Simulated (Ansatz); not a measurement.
**LAPW volumes and bulk moduli in simple lattices**

All-electron LAPW (Ansatz 0.2.0), scalar-relativistic, no spin, Fermi–Dirac smearing 0.136 eV, k-meshes of 8 to 18 points an axis; Birch–Murnaghan fits to pressures. Some or most of these lattices are hypothetical for the element, and V0 is the minimum nearest the starting volume; lattices without a usable fit are left out; mesh and smearing are coarse, and magnetic elements are treated as non-magnetic.

```
element  lattice  functional  V0 (Å³/atom)  B0 (GPa)   B′  k-points per axis
     Be      bcc         PBE          7.82       122  3.5                 18
     Be      bcc      PBEsol          7.75       123  3.5                 18
     Be  diamond         LDA         14.07        47  3.4                 10
     Be  diamond         PBE         14.71        44  3.4                  9
     Be      fcc         LDA          7.51       129  3.5                 18
     Be      fcc         PBE          7.89       119  3.4                 18
     Be      fcc      PBEsol          7.81       120  3.4                 18
     Be       sc         LDA          9.80        80  3.3                 15
     Be       sc         PBE         10.26        75  3.3                 15
     Be       sc      PBEsol         10.16        76  3.3                 15
```

(1) Give V0 and B0 for diamond Be in PBEsol.

(2) Give V0 and B0 for bcc Be in LDA.

Answers

(1) 14.50 Å³/atom and 45.0 GPa.

(2) 7.46 Å³/atom and 132.0 GPa.
